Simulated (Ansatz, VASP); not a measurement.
# Two plane-wave programs on AlN

```
Al N
1.0
     0.00000    2.18399    2.29319
     2.18399    0.00000    2.29319
     2.18399    2.18399    0.00000
Al N
1 1
Direct
  0.00000 0.00000 0.00000
  0.75000 0.75000 0.75000
```

Change from the starting cell: strain +0.0500 x Voigt [0, 0, 1, 0, 0, 0], atoms carried along.

Alike in both runs: task single point; functional PBE; k mesh 10 × 10 × 10; occupations gaussian, width 0.05 eV; no spin polarisation.

|  | VASP | Ansatz |
| --- | --- | --- |
| version | VASP 6.6.1 | Ansatz 0.2.0 |
| potentials or method | VASP PAW PBE potentials, release 64 (Al, N) | scalar-relativistic, plane waves, PAW |
| plane-wave cutoff (eV) | 520 | 420 |
| valence electrons in the cell | 8 | 8 |

|  | VASP | Ansatz | Ansatz less VASP |
| --- | --- | --- | --- |
| gap on the k mesh at the Fermi level (eV) | 3.14 | 3.15 | +0.007 |
| least direct gap on the mesh (eV) | 3.68 | 3.67 | -0.007 |
| pressure (GPa) | -5.0 | -4.7 | +0.29 |
| largest component of the traceless stress (GPa) | 5.08 | 5.05 | -0.029 |

A k mesh can miss the band edges.
